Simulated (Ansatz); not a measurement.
What does this script print? It uses Ansatz 0.2.0, Python API.

`analyse.py`
```python
from collections import Counter
import warnings

import ansatz as az
from ase.data import atomic_numbers
import numpy as np
from pymatgen.core import Structure
import spglib


def main() -> None:
    warnings.simplefilter("ignore", az.DeckWarning)

    structure = (
        az.Lattice.of((3.8992, 0.0, 0.0), (0.0, 3.8992, 0.0), (0.0, 0.0, 4.1499))
        .atom("Ti", (0.5, 0.5, 0.5382))
        .atom("Pb", (0.0, 0.0, 0.0))
        .atom("O", (0.5, 0.5, 0.113))
        .atom("O", (0.5, 0.0, 0.615))
        .atom("O", (0.0, 0.5, 0.615))
    )

    calc = (
        structure.calculation()
        .functional("revpbe")
        .pseudopotentials("nc")
        .kpoints(4, 4, 3, center="gamma")
        .occupations(az.OccupationsMethod.FIXED)
        .scf(tolerance=1e-08)
        .band_table()
    )
    planned = calc.session().plan(threads=1)
    facts = planned.describe()
    print("plan:", facts["n_bands"], "bands,", len(facts["kpoints_frac"]), "k-points, plane waves", facts["n_pw_range"], "grid", facts["fft_dense"])
    out = planned.execute()
    summary = out.report

    for key in ("converged", "n_iterations", "n_electrons", "n_kpoints", "n_pw", "n_symmetry_ops", "free_energy_ev", "fermi_energy_ev"):
        print(f"{key:18s} {summary[key]}")

    table = np.array(summary["eigenvalues_ev"]) - summary["fermi_energy_ev"]
    filling = np.array(summary["occupations"])
    weights = np.tile(summary["kweights"], len(table) // len(summary["kweights"]))
    print("band   lowest  highest (eV from E_F)  electrons")
    for band in range(table.shape[1]):
        if table[:, band].max() > -12:
            print(f"{band + 1:4d} {table[:, band].min():8.3f} {table[:, band].max():8.3f} {weights @ filling[:, band]:18.4f}")
    print("electrons counted from the table:", round(float(weights @ filling.sum(axis=1)), 5))

    for term in (az.EnergyTerm.SMEARING, az.EnergyTerm.DISPERSION):
        print(f"F without {term.name.lower()}: {az.free_energy_without(summary, term):.5f} eV")

    spg_cell = (out.lattice.cell_ang, [s.position_frac for s in out.lattice.sites], [atomic_numbers[s.symbol] for s in out.lattice.sites])
    found = spglib.get_symmetry_dataset(spg_cell, symprec=1e-3)
    print(found.international, found.number, "point group", found.pointgroup)
    for site, letter, group in zip(out.lattice.sites, found.wyckoffs, found.site_symmetry_symbols):
        print(f"  {site.symbol:2s} Wyckoff {letter}  site symmetry {group}")

    final = Structure(out.lattice.cell_ang, [s.symbol for s in out.lattice.sites], [s.position_frac for s in out.lattice.sites])
    shortest = {}
    for site, neighbours in zip(final, final.get_all_neighbors(5.0)):
        for other in neighbours:
            pair = "-".join(sorted((site.specie.symbol, other.specie.symbol)))
            shortest[pair] = min(shortest.get(pair, 9e9), other.nn_distance)
    for pair, distance in sorted(shortest.items(), key=lambda item: item[1]):
        print(f"shortest {pair:6s} {distance:.4f} A")


if __name__ == "__main__":
    main()
```

Output of `python analyse.py`:
```text
plan: 27 bands, 12 k-points, plane waves [6232, 6288] grid [45, 45, 48]
converged          True
n_iterations       11
n_electrons        44.0
n_kpoints          12
n_pw               6287
n_symmetry_ops     8
free_energy_ev     -5271.820399524489
fermi_energy_ev    10.696434018248473
band   lowest  highest (eV from E_F)  electrons
  13   -7.812   -6.090             2.0000
  14   -4.908   -3.893             2.0000
  15   -4.908   -3.377             2.0000
  16   -4.863   -3.251             2.0000
  17   -4.262   -2.217             2.0000
  18   -3.633   -2.203             2.0000
  19   -3.522   -1.735             2.0000
  20   -2.121   -1.042             2.0000
  21   -1.785   -1.042             2.0000
  22   -1.376    0.000             2.0000
  23    1.785    3.377             0.0000
  24    2.729    3.511             0.0000
  25    2.846    3.698             0.0000
  26    3.457    6.019             0.0000
electrons counted from the table: 44.0
F without smearing: -5271.82040 eV
F without dispersion: -5271.82040 eV
P4mm 99 point group 4mm
  Ti Wyckoff b  site symmetry 4mm
  Pb Wyckoff a  site symmetry 4mm
  O  Wyckoff b  site symmetry 4mm
  O  Wyckoff c  site symmetry 2mm.
  O  Wyckoff c  site symmetry 2mm.
shortest O-Ti   1.7645 A
shortest O-Pb   2.5206 A
shortest O-O    2.7572 A
shortest Pb-Ti  3.3578 A
shortest Ti-Ti  3.8992 A
shortest Pb-Pb  3.8992 A
```

Caveats:
- The settings weren't tested for convergence.
- No spin polarisation was allowed.
- Such functionals run on norm-conserving files made under PBE, which can move pressures by some GPa.
- The computed bands are complete only to about 3.5 eV above the Fermi level.
- With fixed filling the reported Fermi level is the top filled level among the k-points of the SCF.
- An absolute Fermi energy rests on an arbitrary zero of the periodic potential and has no direct meaning.
- The starting cell is as deposited in a crystallographic database; the results hold for this polymorph, which needn't be the stable one.
- Gaps and levels are Kohn-Sham values on a finite set of k-points, without spin-orbit coupling.
- Wall time of the script: 13 s on 1 thread of Arm Neoverse V2, with other jobs on the host, peak memory 0.42 GiB.

(Lines on the test bed's own set-up are left out of the output.)
